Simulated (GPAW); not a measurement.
# ZnO (zincite) (P6_3mc) in GPAW: single point with PBE

Aim: the single point of ZnO (zincite) with PBE.

Program: GPAW 26.7.0. These are calculated values, not measurements. Logs are shortened: lines on timing, memory, paths and dates and some standing lists are left out, and cuts for length are marked. The log counts tension as positive stress, the text compression.

### Step 1. The crystal as given

The structure is hexagonal, space group P6_3mc (No. 186). Conventional cell: a = 3.249 Å, b = 3.249 Å, c = 5.206 Å, α = 90.00°, β = 90.00°, γ = 120.00°. Zn (site symmetry 3m) has 4 O at 1.97 to 1.98 Å as nearest neighbours. O (site symmetry 3m) is surrounded by 4 Zn at 1.97 to 1.98 Å.

### Step 2. Single point, PBE

Contents of run.py:

```python
from ase import Atoms
from ase.dft.bandgap import bandgap
from ase.io import write
from ase.units import GPa
from gpaw import GPAW, PW

atoms = Atoms(['Zn', 'Zn', 'O', 'O'],
              cell=[[3.249308, 0.0, 0.0],
                    [-1.624654, 2.8139832727, 0.0],
                    [0.0, 0.0, 5.205709]],
              scaled_positions=[[0.6666666667, 0.3333333333, 0.0],
                                [0.3333333333, 0.6666666667, 0.5],
                                [0.3333333333, 0.6666666667, 0.87901],
                                [0.6666666667, 0.3333333333, 0.37901]],
              pbc=True)

calc = GPAW(mode=PW(550),
            xc='PBE',
            kpts={'size': (8, 8, 4), 'gamma': True},
            occupations={'name': 'fermi-dirac', 'width': 0.05},
            nbands=31,
            maxiter=120,
            txt='gpaw.txt')
atoms.calc = calc
energy = atoms.get_potential_energy()
forces = atoms.get_forces()
stress = atoms.get_stress()
calc.write('gs.gpw')
write('result.traj', atoms)
print(f'Energy: {energy:.6f} eV')
print('Forces (eV/A):')
print(forces.round(4))
print('Stress (GPa):', (stress / GPa).round(3))
print('Fermi level:', round(calc.get_fermi_level(), 4), 'eV')
print(f'Gap: {bandgap(calc)[0]:.4f} eV, direct: {bandgap(calc, direct=True)[0]:.4f} eV')
```

Potentials or basis: GPAW PAW data sets (gpaw-data 1.2.1), pw.

The run is started by

```console
> OMP_NUM_THREADS=1 python run.py
```

gpaw.txt:

```text
__  _  _
 | _ |_)|_||  |
 |__||  | ||/\| - 26.7.0

Input parameters:
  mode=PW(ecut=550.0),
  kpts=MonkhorstPack(size=(8, 8, 4), gamma=True),
  maxiter=120,
  nbands=31,
  occupations=Occupations(name='fermi-dirac', width=0.05),
  xc=XC(name='PBE')

Diagonalizing LCAO Hamiltonian
Converting LCAO to pw mode

        O

        Zn

           O

           Zn

Atoms  # Å, Bohr magnetons
|   | symbol |         x |        y |        z |    initial magnetic moments |
|---|--------|-----------|----------|----------|-----------------------------|
| 0 |     Zn |  1.624654 | 0.937994 | 0.000000 | ( 0.0000,  0.0000,  0.0000) |
| 1 |     Zn | -0.000000 | 1.875989 | 2.602854 | ( 0.0000,  0.0000,  0.0000) |
| 2 |      O | -0.000000 | 1.875989 | 4.575870 | ( 0.0000,  0.0000,  0.0000) |
| 3 |      O |  1.624654 | 0.937994 | 1.973016 | ( 0.0000,  0.0000,  0.0000) |

Unit cell  # Å
| periodic |         x |        y |        z |  lengths |     angles |
|----------|-----------|----------|----------|----------|------------|
|      yes |  3.249308 | 0.000000 | 0.000000 | 3.249308 |  90.000000 |
|      yes | -1.624654 | 2.813983 | 0.000000 | 3.249308 |  90.000000 |
|      yes |  0.000000 | 0.000000 | 5.205709 | 5.205709 | 120.000000 |

Number of symmetries: 6
Symmetry operations  # r_c * U_cc + t_c -> r_c
|   | kind |            matrix            |
|---|------|------------------------------|
| 0 |  σ   |  1, 1, 0,  0,-1, 0,  0, 0, 1 |
| 1 |  E   |  1, 0, 0,  0, 1, 0,  0, 0, 1 |
| 2 |  C3  |  0, 1, 0, -1,-1, 0,  0, 0, 1 |
| 3 |  σ   |  0,-1, 0, -1, 0, 0,  0, 0, 1 |
| 4 |  σ   | -1, 0, 0,  1, 1, 0,  0, 0, 1 |
| 5 |  C3  | -1,-1, 0,  1, 0, 0,  0, 0, 1 |

BZ-sampling:
  Number of BZ points: 256
  Number of IBZ points: 35

  Monkhorst-Pack size: [8, 8, 4]
  Monkhorst-Pack shift: [0.0625, 0.0625, 0.125]

K-points  # in reciprocal-cell coordinates
|     |                                coordinates |     weight |
|-----|--------------------------------------------|------------|
|   0 | (  0.00000000,   0.00000000,   0.00000000) | 0.00390625 |
|   1 | (  0.00000000,   0.00000000,   0.25000000) | 0.00781250 |
|   2 | (  0.00000000,   0.00000000,   0.50000000) | 0.00390625 |
|   3 | (  0.12500000,   0.00000000,  -0.25000000) | 0.02343750 |
|   4 | (  0.12500000,   0.00000000,   0.00000000) | 0.02343750 |
|   5 | (  0.12500000,   0.00000000,   0.25000000) | 0.02343750 |
|   6 | (  0.12500000,   0.00000000,   0.50000000) | 0.02343750 |
|   7 | (  0.25000000,  -0.12500000,   0.00000000) | 0.02343750 |
|   8 | (  0.25000000,  -0.12500000,   0.25000000) | 0.04687500 |
|   9 | (  0.25000000,  -0.12500000,   0.50000000) | 0.02343750 |
| ... |                                            |            |
|  34 | (  0.50000000,   0.50000000,   0.50000000) | 0.01171875 |

Plane wave coefficients: 1412
Cutoff: 550.0 eV

Spin-components: 1 (collinear spins)
Bands:           31
Projectors:      22
Spin-degeneracy: 2
Datatype:        complex128

Parallelization:
  kpt:    1
  domain: 1
  band:   1

Density:
  Valence electrons: 36.0
  Components: 1
  Grid points: [18 18 30]
  Charge: 0.0  # |e|

Potential:
  Grid points: [18 18 30]

species:
  Zn:
    name:    Zinc
    Z:       30.0
    valence: 12
    core:    18
    charge:  0.0  # [|e|]
    compensation charges:
      type: gauss
      rc: 0.37  # [Å]
      lmax: 2
    cutoffs:
      filter: 2.14  # [Å]
      core: 2.28  # [Å]
    projectors
    | kind |    occ | energy [eV] | rcut [Å] |
    |------|--------|-------------|----------|
    |   4s |  2.000 |      -5.977 |    1.286 |
    |   4p |  0.000 |      -1.117 |    1.270 |
    |   3d | 10.000 |     -10.142 |    1.180 |
    |    s |        |      21.234 |    1.286 |
    |    p |        |      26.095 |    1.270 |
    |    d |        |      17.070 |    1.180 |

    Using partial waves for Zn as LCAO basis

  O:
    name:    Oxygen
    Z:       8.0
    valence: 6
    core:    2
    charge:  0.0  # [|e|]
    compensation charges:
      type: gauss
      rc: 0.21  # [Å]
      lmax: 2
    cutoffs:
      filter: 1.17  # [Å]
      core: 0.83  # [Å]
    projectors
    | kind |    occ | energy [eV] | rcut [Å] |
    |------|--------|-------------|----------|
    |   2s |  2.000 |     -23.961 |    0.688 |
    |   2p |  4.000 |      -9.029 |    0.598 |
    |    s |        |       3.251 |    0.688 |
    |    p |        |      18.182 |    0.598 |
    |    d |        |       0.000 |    0.619 |

    Using partial waves for O as LCAO basis

Reference energy: -101804.357908  # eV

eigensolver:
  PPCG
  Converge bands: occupied
  niter=2

density mixing:
  MSR1-Mixer
  Pratt-step length: 0.05
  Maximum mixing coefficient: 0.75
  Old densities: 10
  SVD Regularization: 0.005
  Good broyden scale: 1.0
  Trust region scale: 1.0
  Backstep threshold: 4.0
  History deletion threshold: 6.0
  Fourier metric: weight=20.0, sigma=0.015

occupation numbers:
  Fermi-Dirac:
    width: 0.0500  # eV

poisson solver:
  ecut: 4400.0  # eV

xc functional:
  name: PBE with 2 nearest neighbor stencil

convergence criteria:
- Maximum [total energy] change in last 3 cyles: 0.0005 eV / valence electron
- Maximum integral of absolute [dens]ity change: 0.0001 electrons / valence electron
- Maximum integral of absolute [eigenst]ate change: 4e-08 eV^2 / valence electron
maximum number of iterations: 120

SCF iterations
|iter     | |      energy | eigst |  dens |
|---------|-|-------------|-------|-------|
|iter:   1| |  -21.126374 | +0.09 |       |
|iter:   2| |  -20.250228 | -1.57 | -0.99 |
|iter:   3| |  -18.095970 | -0.46 | -1.04 |
|iter:   4| |  -18.089551 | -3.08 | -1.63 |
|iter:   5| |  -18.093309c| -2.64 | -1.88 |
|iter:   6| |  -18.093448c| -4.51 | -2.95 |
|iter:   7| |  -18.093576c| -5.33 | -3.30 |
|iter:   8| |  -18.093603c| -5.74 | -3.64 |
|iter:   9| |  -18.093602c| -6.95 | -4.21c|
|iter:  10| |  -18.093602c| -8.41c| -4.84c|

Converged in 10 steps
Energy contributions relative to reference atoms: (reference = -101804.357908)

Energy contributions:
  Kinetic:          40.566499
  Coulomb:         -34.778641
  Zero:              0.153666
  External:          0.000000
  Xc:              -24.035123
  Entropy:          -0.000006
  Spinorbit:         0.000000
  ----------------------------
  Free energy:     -18.093605
  Extrapolated:    -18.093602

dipole moment: (-0.000000, 0.000001, -8.243081)  # |e|*Ang

Fermi level: 4.344
Eigenvalues  # (at kpt = [0.000, 0.000, 0.000])
| band index |      eig [eV] | occ [0-2] |
|------------|---------------|-----------|
|          0 |       -14.155 |     2.000 |
|        ... |               |           |
|         10 |        -0.364 |     2.000 |
|         11 |        -0.364 |     2.000 |
|         12 |        -0.098 |     2.000 |
|         13 |         3.114 |     2.000 |
|         14 |         3.114 |     2.000 |
|         15 |         3.851 |     2.000 |
|         16 |         3.920 |     2.000 |
|         17 |         3.920 |     2.000 |
|         18 |         4.703 |     0.002 |
|         19 |         9.128 |     0.000 |
|         20 |        12.178 |     0.000 |
|         21 |        16.769 |     0.000 |
|         22 |        16.769 |     0.000 |
|         23 |        18.029 |     0.000 |
|         24 |        18.040 |     0.000 |
|         25 |        18.040 |     0.000 |
|        ... |               |           |
|         30 |        23.814 |     0.000 |

Gap: 0.783 eV
Transition (v -> c):
  (s=0, k=0, n=17, [0.00, 0.00, 0.00]) -> (s=0, k=0, n=18, [0.00, 0.00, 0.00])
No difference between direct/indirect transitions

Forces  # eV/Ang
|       x |       y |        z |
|---------|---------|----------|
| 0.00000 | 0.00000 | -0.07102 |  # Zn   0
| 0.00000 | 0.00000 | -0.07103 |  # Zn   1
| 0.00000 | 0.00000 |  0.07350 |  # O    2
| 0.00000 | 0.00000 |  0.07349 |  # O    3

Stress tensor  # eV/Ang^3
|         x |         y |         z |
|-----------|-----------|-----------|
|  0.020118 | -0.000000 | -0.000000 |
| -0.000000 |  0.020118 |  0.000000 |
| -0.000000 |  0.000000 |  0.009760 |

# Writing to gs.gpw (mode='')
```

Run time: 37 s. Hardware: 1 thread of Arm Neoverse V1, shared host; peak memory 0.17 GiB.

The run converged, but some of its settings lie outside the range that counts as converged, so its numbers aren't taken as properties of the crystal.

Results:

```
Free energy            : -18.0936 eV
Pressure               : -2.7 GPa
Largest force          : 0.074 eV/Å
Band gap on the k mesh : 0.78 eV, direct
```

Caveat: the cutoff is short for stress and forces, so pressures can be off by a GPa or more.
